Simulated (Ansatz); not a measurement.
Crystal: TiC.

```
Ti C
1.0
     0.00000    2.16572    2.16572
     2.16572    0.00000    2.16572
     2.16572    2.16572    0.00000
Ti C
1 1
Direct
  0.00000 0.00000 0.00000
  0.50000 0.50000 0.50000
```

The cell is a database's computed one.

| Property | Result |
| --- | --- |
| Program | Ansatz 0.2.0 |
| Task | phonons |
| Functional | PBEsol |
| Potentials or basis | Ansatz PAW |
| Cutoff | 420 eV (not typed: the program's choice for these potentials) |
| k mesh | 10 × 10 × 10 |
| Occupations | fermi-dirac, width 0.05 eV |
| Spin | no spin polarisation |
| q mesh | 2 × 2 × 2 |
| Path | [["G", "X", "W", "K", "G", "L", "U", "W", "L", "K"], ["U", "X"]] |
| Points for each segment of the path | 8 |

Task: Is this structure dynamically stable at this level, and how far does the spectrum reach?

Result: Yes, as far as this q mesh shows: no mode on the path is imaginary. The highest frequency is 711 cm⁻¹.

A q mesh this small can miss soft modes between its points.

Caveat: the q mesh is small, so phonon branches between its points and thermal values are rough.
